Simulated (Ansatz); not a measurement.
# Ta (Im-3m) in Ansatz: a series of runs

The runs below take Ta through single point, relaxation of cell and atoms, with PBE, BLYP+D4, PBEsol.

All numbers are computed with Ansatz 0.2.0; they aren't measurements. Logs are shortened: lines on timing, memory, paths and dates and some standing lists are left out, and cuts for length are marked.

## 1. The structure

The structure is cubic, space group Im-3m (No. 229). Conventional cell: a = 3.303 Å, b = 3.303 Å, c = 3.303 Å, α = 90.00°, β = 90.00°, γ = 90.00°. Ta (site symmetry m-3m) is surrounded by 8 Ta at 2.86 Å.

## 2. Single point, PBE

File input.yaml:

```yaml
crystal:
  lattice:
    - [-1.65128, 1.65128, 1.65128]
    - [1.65128, -1.65128, 1.65128]
    - [1.65128, 1.65128, -1.65128]
  atoms:
    - { symbol: Ta, position: [0.0, 0.0, 0.0] }
kpoints:
  mp_grid: { grid: [4, 4, 4] }
scf:
  occupations: { method: fermi_dirac, width: 0.06 }
hamiltonian:
  xc: pbe
  pseudopotentials: { kind: all_electron, lapw: { basis_error: 0.002 } }
output:
  forces: true
  stress: true
  eigenvalues: true
```

Potentials or basis: all-electron LAPW, scalar-relativistic.

Started as:

```
> ansatz run input.yaml --threads 1 --pin off --max-ram 3072MiB --backend cpu --events-out ev --progress --plain --runs-dir out
```

Output:

```text
Warning: RAYON_NUM_THREADS=1 ignored (pool sized by the plan → 1); use --threads N
LAPW: plane waves up to 7.955 Å⁻¹, error target 2.0e-3 eV per atom; small_component_spin mean_spin; Ta in spheres of 1.430 Å, 37 of its electrons in bands, Dirac shells [] (how accurate: hamiltonian.pseudopotentials.lapw.basis_error, Limitations)
Engine: ansatz 0.2.0, aarch64-unknown-linux-gnu
Pseudopotentials: kind: all_electron
Pseudopotential: Ta, LAPW, valence charge 37, lapw/all_electron/scalar/gaussian/Ta, Koelling and Harmon's equation, gaussian nucleus
Functional definition: PBE
  parameter kappa = 0.804
  parameter beta = 0.06672455060314922
  exchange = pbe_x(kappa = kappa, mu = beta*pi^2/3)
  correlation = pbe_c(beta = beta)
Crystal: 1 atoms, lattice volume = 18.010 Å³
Basis set: ecut = 241.1197592386251 eV, 141 PW (Γ), exchange–correlation at level 2
Bands: 23, of which v1, the nominal top of the filled ones, is band 19 counted from 1 (18 counted from 0)
Symmetry: 48 space group operations
Space group: Im-3m (ITA 229), of the structure as read, at distance tolerance 2.6e-5 Å
k-points: 8 of 64
Non-local potential: Ta, projectors of the file, none
Initial density: superposition of atomic densities (chi_scale 0.1, normalization cell)
Initial wavefunctions: plane waves of lowest kinetic energy (no species holds an atomic orbital)
Functional: x = pbe(κ = 0.804, μ = 0.2195149727645171), c = pbe(β = 0.06672455060314922)
iter 1 solved again at ethr=2.20e-4 eV; its pass at ethr=1.00e-1 eV (dr2=8.14e-2 eV) is discarded
SCF iter   1: F=—  HF=-424569.345223 eV  |F-HF|=—  |Δ(HF+E_count)|=         —  Δρ=2.60e-2  dr2=8.18e-2  ethr=2.20e-4  ⟨swp⟩=2.9  Hψ=1166  notcnv=0
preconditioner: auto → none  [insulator: Δε(μ)=0.950 eV  Ē_g=24.513 eV  σ=0.060 eV  W_gap=0.58  n_scr=12 (ndim 8)  ℏωp=43.7 eV  f_vac=0.000  D(μ)=1.53/eV (n_scr^D=18)  ε∞_Penn≈4.2]
SCF iter   2: F=—  HF=-424569.219078 eV  |F-HF|=—  |Δ(HF+E_count)|=   1.26e-1  Δρ=8.71e-3  dr2=8.38e-3  ethr=2.20e-4  ⟨swp⟩=2.0  Hψ=571  notcnv=0
SCF iter   3: F=—  HF=-424569.207372 eV  |F-HF|=—  |Δ(HF+E_count)|=   1.17e-2  Δρ=4.24e-3  dr2=1.94e-3  ethr=2.26e-5  ⟨swp⟩=2.0  Hψ=538  notcnv=0
iter 4 solved again at ethr=2.72e-7 eV; its pass at ethr=5.23e-6 eV (dr2=1.00e-4 eV) is discarded
SCF iter   4: F=—  HF=-424569.204248 eV  |F-HF|=—  |Δ(HF+E_count)|=   3.12e-3  Δρ=1.07e-3  dr2=1.01e-4  ethr=2.72e-7  ⟨swp⟩=2.0  Hψ=908  notcnv=0
SCF iter   5: F=—  HF=-424569.204325 eV  |F-HF|=—  |Δ(HF+E_count)|=   7.67e-5  Δρ=6.74e-5  dr2=3.50e-7  ethr=2.72e-7  ⟨swp⟩=2.0  Hψ=538  notcnv=0
SCF iter   6: F=-424569.204326 eV  HF=-424569.204326 eV  |F-HF|=2.33e-9  |Δ(HF+E_count)|=   9.44e-7  Δρ=4.89e-6  dr2=3.22e-9  ethr=9.46e-10  ⟨swp⟩=2.2  Hψ=541  notcnv=0
SCF 1 converged in 6 iterations: F = -424569.204326 eV  dr2 = 3.22e-9
SCF converged after 6 iterations
Free energy (F): -424569.204326 eV
Harris-Foulkes:  -424569.204326 eV  (|F-HF|=2.33e-9)
Internal energy: -424569.188875 eV  (E = F + TS)
E sigma→0 (E₀):  -424569.196601 eV
Entropy (-TS):   -0.015450 eV (-15.450 meV/atom)
Fermi energy:    24.733602 eV
--- Per-component energies (eV) ---
  E_band       = -1851.689639
  E_kinetic    = 473936.006466
  E_xc         = -8623.664084
  E_electrostatic = -889881.531257  (all electrons and nuclei)
  E_smearing   = -0.015450  (= −TS)
  E_closure    = 0.000000  (closes the sum)
  E_atoms      = -424559.369556  (free atoms, spherical and without spin; not in F)
  Σ components = -424569.204326   (vs F -424569.204326, Δ=0.00e0)
  Basis errors (estimates in eV, not in F): energy 5.1e-4 per atom: plane waves 4.2e-4 (2.3e-4 summed), levels above the bands 4.5e-64, relativity 1.3e-7, radial functions 8.8e-5, core shells 1.3e-6; eigenvalues (radial functions only) 3.1e-6; not estimated: angular momenta, meshes, grids; target (lapw.basis_error) 2.0e-3; muffin-tin radii Ta 1.430 Å
--- Forces (eV/Å), atoms counted from 1 ---
  atom   1  Ta     0.00000000     0.00000000     0.00000000
  max |Σ_I F_I| component: 4.11e-31 eV/Å
--- Stress (GPa, compression-positive) ---
        3.085204       0.000000      -0.000000
        0.000000       3.085204       0.000000
       -0.000000       0.000000       3.085204
  P = ⅓ Tr σ = 3.0852 GPa (30.852 kbar)
--- Band table (eV; the first three rows and the last of 8) ---
  k-point 0: bands = ["-191.1687", "-191.1687", "-191.1523", "-191.1523", "-191.1523", "-42.3095", "-8.2538", "-8.2538", "-8.2538", "5.9265", "5.9265", "5.9265", "5.9792", "5.9792", "5.9792", "6.0280", "16.9054", "25.5254", "25.5254", "25.5254", "28.8016", "28.8016", "39.4037"]
  k-point 1: bands = ["-191.1687", "-191.1687", "-191.1523", "-191.1523", "-191.1523", "-42.2518", "-8.8658", "-8.4474", "-8.2574", "5.9339", "5.9478", "5.9488", "5.9620", "5.9653", "5.9750", "6.0056", "19.1916", "24.2428", "24.7132", "28.1237", "28.2142", "28.9871", "39.6747"]
  k-point 2: bands = ["-191.1687", "-191.1687", "-191.1523", "-191.1523", "-191.1523", "-42.1935", "-9.4301", "-8.6349", "-8.2613", "5.9332", "5.9333", "5.9403", "5.9717", "5.9793", "5.9848", "5.9989", "20.4296", "23.2539", "26.3980", "28.6836", "29.7131", "32.5912", "36.5184"]
  k-point 7: bands = ["-191.1687", "-191.1687", "-191.1523", "-191.1523", "-191.1523", "-42.1076", "-9.0743", "-9.0743", "-9.0743", "5.9171", "5.9449", "5.9449", "5.9449", "5.9955", "5.9955", "5.9955", "20.9995", "20.9995", "31.6256", "31.6256", "31.6256", "33.4069", "33.4069"]
```

It took 1.3 s on 1 thread of Arm Neoverse V1, shared host; peak memory 0.21 GiB.

What came out:

* Free energy: -424569.2043 eV
* Pressure: 3.1 GPa
* Band gap on the k mesh: none (metal or under the smearing width)

Levels at points of the mesh, in eV from the Fermi level:
| k point | band 16 | band 17 | band 18 | band 19 | band 20 | band 21 |
| --- | --- | --- | --- | --- | --- | --- |
| (0.00, 0.00, 0.00) | -18.71 | -7.83 | 0.79 | 0.79 | 0.79 | 4.07 |
| (0.00, 0.00, -0.50) | -18.73 | -4.30 | -1.48 | 1.66 | 3.95 | 4.98 |
| (-0.50, -0.50, -0.50) | -18.74 | -3.73 | -3.73 | 6.89 | 6.89 | 6.89 |

Caveat: the k mesh is coarse (spacing up to 0.67 Å⁻¹), so the values aren't converged; the k mesh is thin for a metal, which can move the energy by tens of meV per atom. Spin-orbit coupling is left out, which matters for the levels of Ta.

## 3. Relaxation of cell and atoms, BLYP+D4

File input.yaml:

```yaml
crystal:
  lattice:
    - [-1.65128, 1.65128, 1.65128]
    - [1.65128, -1.65128, 1.65128]
    - [1.65128, 1.65128, -1.65128]
  atoms:
    - { symbol: Ta, position: [0.0, 0.0, 0.0] }
kpoints:
  mp_grid: { grid: [11, 11, 11] }
scf:
  occupations: { method: fermi_dirac, width: 0.05 }
hamiltonian:
  xc: blyp
  dispersion: d4
  pseudopotentials: { kind: all_electron, lapw: { basis_error: 0.001 } }
output:
  forces: true
  stress: true
relax:
  f_tol: 0.01
  max_steps: 60
  cell: {}
```

Potentials or basis: all-electron LAPW, scalar-relativistic.

Started as:

```
> ansatz run input.yaml --threads 1 --pin off --max-ram 3072MiB --backend cpu --events-out ev --progress --plain --runs-dir out
```

Output:

```text
Warning: RAYON_NUM_THREADS=1 ignored (pool sized by the plan → 1); use --threads N
The last accepted step is kept in <dir> (removed where the run ends without a failure and the disk answers)
LAPW: plane waves up to 8.632 Å⁻¹, error target 1.0e-3 eV per atom; small_component_spin mean_spin; Ta in spheres of 1.387 Å, 43 of its electrons in bands, Dirac shells [] (how accurate: hamiltonian.pseudopotentials.lapw.basis_error, Limitations)
Engine: ansatz 0.2.0, aarch64-unknown-linux-gnu
Pseudopotentials: kind: all_electron
Pseudopotential: Ta, LAPW, valence charge 43, lapw/all_electron/scalar/gaussian/Ta, Koelling and Harmon's equation, gaussian nucleus
Functional definition: BLYP
  parameter beta = 0.0042
  parameter a = 0.04918
  parameter b = 0.132
  parameter c = 0.2533
  parameter d = 0.349
  exchange = b88_x(beta = beta)
  correlation = lyp_c(a = a, b = b, c = c, d = d)
Crystal: 1 atoms, lattice volume = 18.010 Å³
Basis set: ecut = 283.87387461875085 eV, 201 PW (Γ), exchange–correlation at level 2
Bands: 26, of which v1, the nominal top of the filled ones, is band 22 counted from 1 (21 counted from 0)
Symmetry: 48 space group operations
Space group: Im-3m (ITA 229), of the structure as read, at distance tolerance 2.6e-5 Å
k-points: 56 of 1331
Non-local potential: Ta, projectors of the file, none
Initial density: superposition of atomic densities (chi_scale 0.1, normalization cell)
Initial wavefunctions: plane waves of lowest kinetic energy (no species holds an atomic orbital)
Functional: x = b88, c = lyp
iter 1 solved again at ethr=1.38e-4 eV; its pass at ethr=1.00e-1 eV (dr2=5.95e-2 eV) is discarded
SCF iter   1: F=—  HF=-424593.620195 eV  |F-HF|=—  |Δ(HF+E_count)|=         —  Δρ=2.22e-2  dr2=5.98e-2  ethr=1.38e-4  ⟨swp⟩=2.9  Hψ=9074  notcnv=0
preconditioner: auto → none  [insulator: Δε(μ)=0.169 eV  Ē_g=24.570 eV  σ=0.050 eV  W_gap=0.69  n_scr=12 (ndim 8)  ℏωp=43.7 eV  f_vac=0.000  D(μ)=0.73/eV (n_scr^D=12)  ε∞_Penn≈4.2]
SCF iter   2: F=—  HF=-424593.548206 eV  |F-HF|=—  |Δ(HF+E_count)|=   7.20e-2  Δρ=7.69e-3  dr2=6.05e-3  ethr=1.38e-4  ⟨swp⟩=2.0  Hψ=4591  notcnv=0
SCF iter   3: F=—  HF=-424593.541364 eV  |F-HF|=—  |Δ(HF+E_count)|=   6.84e-3  Δρ=4.36e-3  dr2=1.93e-3  ethr=1.41e-5  ⟨swp⟩=2.0  Hψ=4347  notcnv=0
[... 36 lines left out ...]
SCF iter   1: F=—  HF=-424593.544124 eV  |F-HF|=—  |Δ(HF+E_count)|=         —  Δρ=3.28e-5  dr2=1.21e-7  ethr=5.34e-11  ⟨swp⟩=5.8  Hψ=8285  notcnv=0
preconditioner: auto → none  [insulator: Δε(μ)=0.120 eV  Ē_g=25.078 eV  σ=0.050 eV  W_gap=0.53  n_scr=12 (ndim 8)  ℏωp=43.4 eV  f_vac=0.000  D(μ)=0.88/eV (n_scr^D=12)  ε∞_Penn≈4.0]
SCF iter   2: F=-424593.544123 eV  HF=-424593.544123 eV  |F-HF|=2.49e-8  |Δ(HF+E_count)|=   2.10e-7  Δρ=1.36e-5  dr2=1.72e-8  ethr=5.34e-11  ⟨swp⟩=3.0  Hψ=4492  notcnv=0
SCF 4 converged in 2 iterations: F = -424593.544123 eV  dr2 = 1.72e-8
relax step   4: F+E_penalty+E_count = -424593.54412344 eV  Δ(F+E_penalty+E_count) = -2.454e-5 eV  max|allowed force component| = 0.000e0 eV/Å  Δτ_max = 0.0000 Å  P = -0.009 GPa  Ω = 18.323 Å³  (2 SCF iters, accepted)
iter 1 solved again at ethr=4.42e-11 eV; its pass at ethr=1.00e-1 eV (dr2=1.90e-8 eV) is discarded
SCF iter   1: F=—  HF=-424593.544124 eV  |F-HF|=—  |Δ(HF+E_count)|=         —  Δρ=1.36e-5  dr2=1.72e-8  ethr=4.42e-11  ⟨swp⟩=6.0  Hψ=9251  notcnv=0
SCF iter   2: F=-424593.544124 eV  HF=-424593.544124 eV  |F-HF|=2.62e-9  |Δ(HF+E_count)|=   3.03e-8  Δρ=6.02e-6  dr2=2.73e-9  ethr=3.99e-11  ⟨swp⟩=3.0  Hψ=4484  notcnv=0
SCF 5 converged in 2 iterations: F = -424593.544124 eV  dr2 = 2.73e-9
relax step   5: F+E_penalty+E_count = -424593.54412368 eV  Δ(F+E_penalty+E_count) = -2.382e-7 eV  max|allowed force component| = 0.000e0 eV/Å  Δτ_max = 0.0000 Å  P = -0.008 GPa  Ω = 18.323 Å³  stress off target by 8.42e-3 GPa  SCF on the basis re-selected at this cell (its energy is not comparable with the rows above)  (2 SCF iters)
basis re-selected at this cell: Δ(F+E_penalty+E_count) = -2.382e-7 eV, ΔP = +0.000 GPa vs the last step (what re-selecting the basis moved, after the strain that the cell walked since its last selection, with what the two solves' SCF thresholds leave and, on support functions, any second-order correction that the steps lacked; it is no measure of the basis error at this ecutwfc). This SCF's stress stands 8.42e-3 GPa from its target on what of the cell is left free (relax.cell.stress_tol is 5.00e-2 GPa) and its largest allowed force component is 0.00e0 eV/Å (relax.f_tol is 1.00e-2 eV/Å): within both
SCF converged after 2 iterations
Free energy (F): -424593.544124 eV
Harris-Foulkes:  -424593.544124 eV  (|F-HF|=2.62e-9)
Internal energy: -424593.535802 eV  (E = F + TS)
E sigma→0 (E₀):  -424593.539963 eV
Entropy (-TS):   -0.008322 eV (-8.322 meV/atom)
Fermi energy:    24.866776 eV
--- Per-component energies (eV) ---
  E_band       = -4066.284344
  E_kinetic    = 473983.472737
  E_xc         = -8647.646085
  E_electrostatic = -889928.788023  (all electrons and nuclei)
  E_disp       = -0.574431  (pairwise vdW)
  E_smearing   = -0.008322  (= −TS)
  E_closure    = 0.000000  (closes the sum)
  E_atoms      = -424584.758817  (free atoms, spherical and without spin; not in F)
  Σ components = -424593.544124   (vs F -424593.544124, Δ=0.00e0)
  Basis errors (estimates in eV, not in F): energy 2.9e-4 per atom: plane waves 2.4e-4 (1.3e-4 summed), levels above the bands 1.9e-85, relativity 1.5e-7, radial functions 4.5e-5, core shells 2.9e-8; eigenvalues (radial functions only) 1.2e-6; not estimated: angular momenta, meshes, grids; target (lapw.basis_error) 1.0e-3; muffin-tin radii Ta 1.395 Å
--- Forces (eV/Å), atoms counted from 1 ---
  atom   1  Ta    -0.00000000     0.00000000    -0.00000000
  max |Σ_I F_I| component: 5.26e-31 eV/Å
--- Stress (GPa, compression-positive) ---
       -0.008416      -0.000000       0.000000
       -0.000000      -0.008416      -0.000000
        0.000000      -0.000000      -0.008416
  P = ⅓ Tr σ = -0.0084 GPa (-0.084 kbar)
--- Relaxed structure (4 steps of the walk, 3 accepted, 1 SCFs on fresh bases) ---
  F+E_penalty+E_count = -424593.54412368 eV   max|allowed force component| = 0.000e0 eV/Å   (the final SCF, on the basis selected at the relaxed cell)
  cell:  # Å, volume = 18.3234 Å³
    - [-1.6607918161999868, 1.6607918161999868, 1.6607918161999868]
    - [1.6607918161999868, -1.6607918161999868, 1.6607918161999868]
    - [1.6607918161999868, 1.6607918161999868, -1.6607918161999868]
  atoms:
    - { symbol: Ta, position: [0.0, 0.0, 0.0] }
```

Run time: 24 s. Hardware: 1 thread of Arm Neoverse V1, shared host; peak memory 0.29 GiB.

What came out:

```
Free energy                            : -424593.5441 eV
Relaxed volume                         : 18.32 Å³/atom
Relaxed cell                           : a = 2.877 Å, b = 2.877 Å, c = 2.877 Å, α = 109.47°, β = 109.47°, γ = 109.47°
Space group after relaxing (to 0.05 Å) : Im-3m (No. 229)
Energy gained by relaxing              : 3.3 meV/atom
Ionic steps                            : 4
Pressure after relaxing                : 0.0 GPa
```

The path:
| step | energy change (eV) | largest force (eV/Å) | volume (Å³) |
| --- | --- | --- | --- |
| 1 | 0.0000 | 0.0000 | 18.01 |
| 2 | -0.0033 | 0.0000 | 18.35 |
| 3 | -0.0033 | 0.0000 | 18.32 |
| 4 | -0.0033 | 0.0000 | 18.32 |

Final structure:
```cif
data_structure
_symmetry_space_group_name_H-M 'P 1'
_symmetry_Int_Tables_number 1
_cell_length_a 2.8766
_cell_length_b 2.8766
_cell_length_c 2.8766
_cell_angle_alpha 109.471
_cell_angle_beta 109.471
_cell_angle_gamma 109.471
_cell_volume 18.32
loop_
_atom_site_label
_atom_site_type_symbol
_atom_site_fract_x
_atom_site_fract_y
_atom_site_fract_z
_atom_site_occupancy
Ta1 Ta 0.00000 0.00000 0.00000 1
```

Spin-orbit coupling is left out, which matters for the levels of Ta. Zero-point motion and thermal expansion aren't in these numbers.

[end of part 1 of 2]
